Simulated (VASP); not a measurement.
Crystal: Cs.

```
Cs
1.0
    -3.12847    3.12847    3.12847
     3.12847   -3.12847    3.12847
     3.12847    3.12847   -3.12847
Cs
1
Cartesian
  0.0000 0.0000 0.0000
```

- Program: VASP 6.6.1
- Task: single point
- Functional: PBE
- Potentials or basis: VASP PAW PBE potentials, release 64 (Cs_sv)
- Cutoff: 520 eV
- k mesh: 6 × 6 × 6
- Occupations: fermi-dirac, width 0.05 eV
- Spin: no spin polarisation

On this cell: pressure -0.1 GPa; band gap on the k mesh none (metal or under the smearing width).

The same run follows on a disturbed copy (cell strained at random at fixed volume):

```
Cs
1.0
    -3.26995    3.20716    3.27462
     3.13948   -3.06094    2.99793
     3.18433    2.97532   -3.12840
Cs
1
Direct
  0.99977 0.00612 0.00319
```

Problem. What does the disturbed cell give?

Solution. The energy (extrapolated to zero smearing) moves by -0.8 meV/atom; pressure -0.1 GPa; band gap on the k mesh none (metal or under the smearing width).
